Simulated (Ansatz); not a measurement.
Rows from a G0W0 calculation on SiO2 (Stishovite) (Ansatz 0.2.0; G0W0 on PBE, plane waves, PAW; 4×4×6 mesh, 368 empty bands, screening to 230 eV, plasmon pole), in eV. Spin-orbit coupling is left out.

| row | k | band | start | Σx | Σc at the solution | Vxc |
| --- | --- | --- | --- | --- | --- | --- |
| A | Γ | c2 | 17.355 | -7.736 | -4.616 | -13.579 |
| B | Γ | v2 | 9.732 | -27.790 | 4.304 | -22.065 |
| C | Γ | v1 | 10.614 | -28.268 | 4.578 | -22.275 |
| D | Γ | c1 | 16.252 | -13.816 | -4.488 | -19.811 |

Give the quasiparticle energies and the shift of each level.

The quasiparticle equation reads E = start + Σx + Σc(E) − Vxc.

| row | E (eV) | shift (eV) |
| --- | --- | --- |
| A | 18.581 | +1.226 |
| B | 8.311 | −1.421 |
| C | 9.199 | −1.415 |
| D | 17.759 | +1.507 |

The gap over the computed points goes from 5.64 eV to 8.56 eV.

Limits: not at the basis limit; coarse k mesh.

[Runs of the session that timed out or met a known fault of the program may be left out.]

[Cells called generated may have been cut or substituted from an entry of the Crystallography Open Database or the Materials Project.]

[Hosts, paths, dates, database ids (printed as entryN), source tags and the programs' standing remarks are cut or masked in the printed files.]
